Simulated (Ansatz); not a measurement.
# Al2O3: the cost of one run

Program: Ansatz 0.2.0. Level of theory: DFT PBEsol, scalar-relativistic, plane waves, PAW. These are calculated values, not measurements.

1 further run of the same task is left out (set aside as unsound or not needed).

**1. Starting point**

Symmetry: R-3c, No. 167, trigonal system. Conventional cell: a = 4.774 Å, b = 4.774 Å, c = 13.015 Å, α = 90.00°, β = 90.00°, γ = 120.00°. Around Al (site symmetry 3) lie 6 O at 1.86 to 1.97 Å. Around O (site symmetry 2) lie 4 Al at 1.86 to 1.97 Å.

As a file:

```
CELL_PARAMETERS angstrom
2.38690 1.37808 4.33820
-2.38690 1.37808 4.33820
0.00000 -2.75615 4.33820
ATOMIC_POSITIONS crystal
Al 0.35208 0.35208 0.35208
Al 0.14792 0.14792 0.14792
Al 0.64792 0.64792 0.64792
Al 0.85208 0.85208 0.85208
O 0.55586 0.94414 0.25000
O 0.25000 0.55586 0.94414
O 0.94414 0.25000 0.55586
O 0.44414 0.05586 0.75000
O 0.75000 0.44414 0.05586
O 0.05586 0.75000 0.44414
```

This cell was relaxed beforehand with the same method: volume 8.56 Å³/atom, gap on the mesh 6.03 eV.

Its energy, with the smearing taken to zero, is -5478.8481 eV for the 10-atom cell on a 6×6×6 mesh; differences below count from it.

**2. Next cell: atoms packed at random at 1.00 times the crystal's volume**

6 Al, 9 O were thrown into a skewed cell at random, at 1.00 times a reference volume of the solid, and pushed apart as soft spheres.

The cell holds 6 Al, 9 O: a = 5.548 Å, b = 4.763 Å, c = 4.929 Å, α = 90.11°, β = 81.92°, γ = 84.81°.

**3. Relaxation without symmetry, coarse mesh**

Cell and atoms move without symmetry, on a coarse mesh with loose thresholds.

input.yaml reads:

```yaml
crystal:
  lattice:
    - [5.531309, 0.232814, 0.368352]
    - [0.232814, 4.757022, -0.01334]
    - [0.368352, -0.01334, 4.915629]
  atoms:
    - { symbol: Al, position: [0.2962910814, 0.3833180498, 0.2973479801] }
    - { symbol: Al, position: [0.8537342886, 0.5577810806, 0.3502826189] }
    - { symbol: Al, position: [0.2778337618, 0.2544541945, 0.8103544077] }
    - { symbol: Al, position: [0.2890548439, 0.7530266036, 0.6583923862] }
    - { symbol: Al, position: [0.820952728, 0.2709601884, 0.905767535] }
    - { symbol: Al, position: [0.4636024564, 0.8770419464, 0.1529814466] }
    - { symbol: O, position: [0.5664453231, 0.0815978624, 0.8653860354] }
    - { symbol: O, position: [0.7719649835, 0.9017160873, 0.2346239352] }
    - { symbol: O, position: [0.6066545899, 0.4469575013, 0.1901949101] }
    - { symbol: O, position: [0.9975491334, 0.9437285744, 0.751099455] }
    - { symbol: O, position: [0.0336750137, 0.4205154891, 0.6043206294] }
    - { symbol: O, position: [0.0673478574, 0.2371729559, 0.1245426331] }
    - { symbol: O, position: [0.6121734332, 0.6203278778, 0.6548005198] }
    - { symbol: O, position: [0.364043151, 0.0632567213, 0.4671460122] }
    - { symbol: O, position: [0.2073276824, 0.6997899754, 0.0875243394] }
  symmetry: { detect: false }
basis:
  ecutwfc: 420
kpoints:
  mp_grid: { grid: [2, 2, 2], shift: [0.5, 0.5, 0.5] }
hamiltonian:
  xc: pbesol
scf:
  occupations: { method: gaussian, width: 0.1 }
  lower_state_search: "off"
output:
  forces: true
  stress: true
  eigenvalues: true
relax:
  adjacent_minimum: "off"
  f_tol: 0.04
  max_steps: 70
  cell: { stress_tol: 0.3 }
```

Started as:

```sh
ansatz run input.yaml --threads 2 --pin off --max-ram 4096MiB --backend cpu --events-out ev --progress --plain --runs-dir out
```

Q: Estimate wall time and peak memory on 2 threads of Arm Neoverse V2, shared host.

About 50 s, with a peak of 0.45 GiB.
